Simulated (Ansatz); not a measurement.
The system is CuO.

```
Cu O
1.0
     0.00000    2.55255    2.55255
     2.55255    0.00000    2.55255
     2.55255    2.55255    0.00000
Cu O
2 2
Direct
  0.00000 0.00000 0.00000
  0.50000 0.50000 0.50000
  0.25000 0.25000 0.25000
  0.75000 0.75000 0.75000
```

Measurements of this composition are mostly on another form, of space group No. 15.

The cell isn't the ideal one: another cell of the same crystal, with 4 atoms.

Base run:

* Program: Ansatz 0.2.0
* Functional: r2SCAN
* Potentials or basis: Ansatz PAW
* Cutoff: 500 eV (not typed: the program's choice for these potentials)
* k mesh: 6 × 6 × 6
* Occupations: gaussian, width 0.05 eV
* Spin: collinear spin, antiferromagnetic start
* Starting moments: [0.6, -0.6, 0.0, 0.0] μB
* Hubbard terms: Cu d U = 4 eV

Its results: band gap on the k mesh none (metal or under the smearing width); pressure 14.8 GPa; net moment 0.00 μB per cell.

Task: The run is repeated on the same cell with these changes: spin from collinear spin, antiferromagnetic start to collinear spin, ferrimagnetic start; moments at the start from [0.6, -0.6, 0.0, 0.0] to [0.6, -0.3, 0.0, 0.0]. What comes out?

Result: Band gap on the k mesh none (metal or under the smearing width); pressure 17.7 GPa; net moment 2.00 μB per cell; site moments Cu +0.39; O +0.66 μB.

Caveats: the magnetic or orbital state may not be the lowest; the PAW data sets come from PBE, with cores solved anew for the run's functional, which leaves a small shift of forces and pressure; the starting moments weren't kept.
